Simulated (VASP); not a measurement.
Here is a VASP 6.6.1 calculation.

File INCAR:

```
SYSTEM = ZrS2
ALGO = Normal ; EDIFF = 1E-7
EDIFFG = -0.005 ; ENCUT = 300
GGA = PE ; IBRION = 2
ISIF = 3 ; ISMEAR = 0
LASPH = .True. ; LCHARG = .False.
LREAL = .False. ; LWAVE = .False.
NELM = 80 ; NSW = 90
PREC = Accurate ; SIGMA = 0.03
```

KPOINTS

```
k-points
0
Gamma
  5 5 3
  0 0 0
```

The input POSCAR:

```
ZrS2                                    
1.0
    3.6846354422     -0.0000000000     -0.0000000000
   -1.8423177211      3.1909878966      0.0000000000
   -0.0000000000      0.0000000000      6.1936326593
  Zr              S             
     1     2
Direct
     0.0000000000000000    0.0000000000000000    0.0000000000000000
     0.6666666699999979    0.3333333300000021    0.7662708732294191
     0.3333333300000021    0.6666666699999979    0.2337291267705811
```

Potentials or basis: VASP PAW PBE potentials, release 64 (Zr_sv, S).

Command:

```console
$ cat potpaw_PBE.64/Zr_sv/POTCAR potpaw_PBE.64/S/POTCAR > POTCAR
$ mpirun -np 1 vasp_std > vasp.out
```

**Question.** Estimate the band gap on the k mesh.

**Answer.** 1.16 eV, indirect (least direct gap 1.66 eV).

Forces in eV/Å, atoms in the order of the input:
```
Zr   0.000  0.000  0.000
S    0.000  0.000  0.003
S    0.000  0.000 -0.003
```

Caveat: the relaxation stopped at its first step, so nothing moved; an odd mesh through Γ misses points on the zone boundary, where band edges often lie. As with any semilocal functional, this PBE gap is likely too small.
